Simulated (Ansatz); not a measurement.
## BN under strains and displacements

The calculation used DFT PBE, scalar-relativistic, plane waves, PAW in Ansatz 0.2.0.

Plane waves to 420 eV, a k mesh through Γ of 12×12×12 on the computed 2-atom cell and Gaussian smearing (0.02 eV); no spin polarisation.

Reference cell:

```
CELL_PARAMETERS angstrom
0.00000 3.49532 2.16609
1.25163 0.00000 2.16609
1.25163 3.49532 0.00000
ATOMIC_POSITIONS crystal
B 0.00005 0.00005 0.99995
N 0.66665 0.66665 0.33335
```

Each variant moves atoms of this cell by the vectors given, if any (Å), and then applies a symmetric strain (tensor components, Cartesian axes). The reference cell isn't relaxed at this level. Energies are per atom at zero smearing, counted from the lowest variant. Pressure is positive in compression.

1. strain (xx yy zz yz xz xy, %) -0.08 1.29 -8.40 2.15 0.00 0.00; moves: B1 (0.000, -0.059, 0.012); N2 (0.000, 0.059, -0.012)
2. strain (xx yy zz yz xz xy, %) 4.59 5.12 4.37 1.00 0.00 0.00; moves: B1 (0.000, -0.004, -0.030); N2 (0.000, 0.004, 0.030)
3. no strain; moves: B1 (0.000, 0.045, 0.000)
4. strain (xx yy zz yz xz xy, %) 0.97 -4.01 3.01 0.00 0.00 -2.96; moves: B1 (0.000, 0.000, 0.060); N2 (0.000, 0.000, -0.060)

```tsv
result	ΔE (meV/atom)	P (GPa)	largest force (eV/Å)	gap on mesh (eV)
A	258.7	39.09	1.82	4.44
B	141.7	-3.82	3.61	3.81
C	109.2	-20.10	1.96	3.43
D	0.0	3.10	0.58	3.84
```

**Question.** Which variant gave which result?

**Answer.** A is 1, B is 4, C is 2, D is 3.

Each cell of BN holds layers, and where no dispersion correction was added their binding is poorly described.

This form isn't the usual stable structure of the compound.